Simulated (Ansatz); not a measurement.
# Li (omega type): how the settings move a single-point run

Question: which choices in the input matter for Li (omega type)?

Computed with Ansatz 0.2.0 (reference: DFT, PBE, all-electron LAPW, scalar-relativistic, unless a step's input says otherwise).

### 1 The structure to begin with

Symmetry: P6/mmm, No. 191, hexagonal system. The conventional cell has a = 3.716 Å, b = 3.716 Å, c = 2.035 Å, α = 90.00°, β = 90.00°, γ = 120.00°. Around Li (site symmetry 6/mmm) lie 2 Li at 2.03 Å. Li (site symmetry -6m2) has 5 Li at 2.03 to 2.15 Å as nearest neighbours.

As a file:

```cif
data_structure
_symmetry_space_group_name_H-M 'P 1'
_symmetry_Int_Tables_number 1
_cell_length_a 3.7161
_cell_length_b 3.7161
_cell_length_c 2.0348
_cell_angle_alpha 90.000
_cell_angle_beta 90.000
_cell_angle_gamma 120.000
_cell_volume 24.33
loop_
_atom_site_label
_atom_site_type_symbol
_atom_site_fract_x
_atom_site_fract_y
_atom_site_fract_z
_atom_site_occupancy
Li1 Li 0.00000 0.00000 0.00000 1
Li2 Li 0.33333 0.66667 0.50000 1
Li3 Li 0.66667 0.33333 0.50000 1
```

### 2 The reference run

input.yaml

```yaml
crystal:
  lattice:
    - [3.7160572986, 0.0, 0.0]
    - [-1.8580286493, 3.2182000226, 0.0]
    - [0.0, 0.0, 2.0347761974]
  atoms:
    - { symbol: Li, position: [0.0, 0.0, 0.0] }
    - { symbol: Li, position: [0.3333333333, 0.6666666667, 0.5] }
    - { symbol: Li, position: [0.6666666667, 0.3333333333, 0.5] }
kpoints:
  mp_grid: { grid: [8, 8, 11] }
  band_path:
    path:
      - [0.0, 0.0, 0.0]
      - [0.5, 0.0, 0.0]
      - [0.3333333333, 0.3333333333, 0.0]
      - [0.0, 0.0, 0.0]
      - [0.0, 0.0, 0.5]
      - [0.5, 0.0, 0.5]
      - [0.3333333333, 0.3333333333, 0.5]
      - [0.0, 0.0, 0.5]
      - [0.5, 0.0, 0.5]
    npoints: 8
scf:
  occupations: { method: fermi_dirac, width: 0.08 }
hamiltonian:
  xc: pbe
  pseudopotentials: { kind: all_electron, lapw: { basis_error: 0.001 } }
output:
  forces: true
  stress: true
  eigenvalues: true
  populations: true
  dos: { projected: true, de: 0.2, e_range: [-14, 8] }
```

Command:

```sh
> ansatz run input.yaml --threads 1 --pin off --max-ram 3072MiB --backend cpu --events-out ev --progress --plain --runs-dir out
```

### 3 Changing settings: xc lda

input.yaml: that of step 2 with these lines changed.

```diff
@@ -26,3 +26,3 @@
 hamiltonian:
-  xc: pbe
+  xc: lda
   pseudopotentials: { kind: all_electron, lapw: { basis_error: 0.001 } }
@@ -33,2 +33 @@
   populations: true
-  dos: { projected: true, de: 0.2, e_range: [-14, 8] }
```

What does the calculation give? Wanted: for each run, ending; energy change; pressure; gap; force.

As calculated:

| run | ending | energy change | pressure (GPa) | gap (eV) | force (eV/Å) | cycles | time |
| --- | --- | --- | --- | --- | --- | --- | --- |
| reference | converged | - | 57.6 | 0.00 | 0.00 | 5 | 4.5 s |
| 1: xc lda | converged | not comparable | 52.7 | 0.00 | 0.00 | 5 | 4.6 s |

Times don't compare one to one where runs were asked for different outputs or read a saved state (see the inputs); cycles may leave out searches for a lower state.

Residual by cycle in the longest SCF loop of each run; runs are numbered as in the table. The quantity is the density residual dr2, in eV.

| cycle | reference | run 1 |
| --- | --- | --- |
| 1 | 0.0337 | 0.0305 |
| 2 | 0.0141 | 0.0127 |
| 3 | 1.3e-4 | 1.3e-4 |
| 4 | 4.4e-6 | 5.7e-6 |
| 5 | 1.9e-8 | 1.8e-8 |

**Reading.** After a change of functional the difference of the totals has no physical meaning; the pressure goes from 57.6 to 52.7 GPa. At this fixed cell a lower pressure means that this functional prefers a smaller volume than the reference. The structure is not at rest: the sound run finds 58 GPa, so these are no properties of the relaxed crystal. 
